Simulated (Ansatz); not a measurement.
# ZnS (F-43m), a vibration from a frozen displacement

These are results of Ansatz, DFT r2SCAN, scalar-relativistic, plane waves, PAW, not measurements. The runs took a 500 eV cutoff, a Γ-centred 8×8×8 mesh and Gaussian smearing (0.05 eV). No spin polarisation. Energies are free energies at this smearing, counted from the undisturbed cell; pressure is positive in compression.

The starting cell (as given, not relaxed at this level; it stands at -0.9 GPa):

```
Zn S
1.0
     0.00000    2.70465    2.70465
     2.70465    0.00000    2.70465
     2.70465    2.70465    0.00000
Zn S
1 1
Direct
  0.00000 0.00000 0.00000
  0.75000 0.75000 0.75000
```

Every Zn atom is moved by x along the Cartesian unit vector (-0.577, -0.577, -0.577); the cell and all other atoms stay fixed. The cell's volume is 39.57 Å³; the moved atoms weigh 65.380 u together and the others 32.060 u.

| x (Å) | ΔE (meV/cell) | total force on the moved atoms along the move (eV/Å) | pressure (GPa) |
| --- | --- | --- | --- |
| -0.5000 | 321.23 | 0.7508 | 2.8366 |
| -0.3750 | 221.69 | 0.8253 | 1.7593 |
| -0.2500 | 120.19 | 0.7727 | 0.5777 |
| -0.1250 | 36.51 | 0.5276 | -0.4234 |
| 0.0000 | 0.00 | 0.0000 | -0.8607 |
| 0.1250 | 53.91 | -0.9478 | -0.2331 |
| 0.2500 | 263.50 | -2.5375 | 2.1126 |
| 0.3750 | 729.98 | -5.1359 | 7.0350 |
| 0.4375 | 1106.60 | -6.9909 | 10.8105 |
| 0.5000 | 1614.42 | -9.3546 | 15.6987 |

Q: What frequency belongs to this motion?

A: The force constant is k = −dF/dx = 5.901 eV/Å², from the parabola through x = -0.1250, 0 and 0.1250. In every cell the moved atoms swing against the rest, so the mass is μ = m₁m₂/(m₁ + m₂) = 21.512 u, and ν̃ = 521.5 cm⁻¹ × √(|k|/μ) = 273 cm⁻¹. To first order in x, and within 1 %, the force on every atom lies along the move and, within each of the two groups, in proportion to the atom's mass, so this is itself a mode at the zone centre of this cell, taken without macroscopic field (the transverse frequency in a polar insulator).

Q: How far does the harmonic law reach?

A: At x = -0.500 Å, kx²/2 = 737.68 meV against the computed 321.23 meV (-56.5 %): the well softens in this direction at large amplitude.

The well is strongly lopsided: a shift of 0.5000 Å costs 1614.42 meV towards positive x but only 321.23 meV the other way. The tetrahedral Zn site has no inversion centre, so a cubic term is allowed. Positive x drives Zn straight at one S neighbour, into steep closed-shell repulsion. Negative x stretches that bond and moves Zn towards the open face formed by the other three, which shorten far less. On that side the restoring force peaks near -0.3750 Å and then declines, but never changes sign, so there is no second, off-centre minimum within the range scanned.

The 273 cm⁻¹ agrees well with the known transverse optical mode of zinc blende ZnS; the longitudinal mode lies higher because the polar displacement sets up a field that adds to the restoring force. Pressure rises for small shifts in either direction, which implies that the mode stiffens on compression. Since the starting cell is slightly stretched, relaxing it would probably raise the frequency a little.
